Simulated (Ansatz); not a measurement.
GaSb under changes of volume

One of the cells (24.120 Å³/atom); the others are scaled copies at fixed shape and fractional positions:

```
Sb Ga
1.0
    -2.75343    2.75343    1.59071
     2.75343   -2.75343    1.59071
     2.75343    2.75343   -1.59071
Sb Ga
1 1
Direct
  0.00000 0.00000 0.00000
  0.75000 0.25000 0.50000
```

Measurements of this composition are mostly on another form, of space group No. 216.

```yaml
Program: Ansatz 0.2.0
Functional: PBE
Potentials_or_basis: all-electron LAPW, scalar-relativistic
Cutoff: 247 eV (chosen from the basis error)
Basis_error_allowed: 0.0005 eV/atom
k_mesh: 10 × 10 × 10
Occupations: fermi-dirac, width 0.05 eV
Spin: no spin polarisation
```

| volume (Å³/atom) | energy over the lowest point (meV/atom) | pressure (GPa) |
| --- | --- | --- |
| 22.672 | ? | ? |
| 23.155 | 7.88 | 2.5 |
| 23.637 | 2.16 | 1.3 |
| 24.120 | 0.00 | 0.2 |
| 24.602 | 1.02 | -0.8 |
| 25.084 | 4.90 | -1.7 |
| 25.567 | 11.33 | -2.5 |

Question: What does the run at 22.672 Å³/atom give?

Answer: Energy over the lowest point 17.59 meV/atom; pressure 3.9 GPa.

Worked out: A Birch-Murnaghan fit of order 3 (a polynomial in V^(-2/3)) to the other rows has its minimum at 24.20 Å³/atom with B0 = V·E''(V) = 52 GPa and B' = 4.6 at fixed shape and positions, which overstates the stiffness. It gives 17.61 meV/atom at 22.672 Å³/atom, against the run's 17.59, and -dE/dV = 3.9 GPa, against 3.9.

Energies are extrapolated to zero smearing.
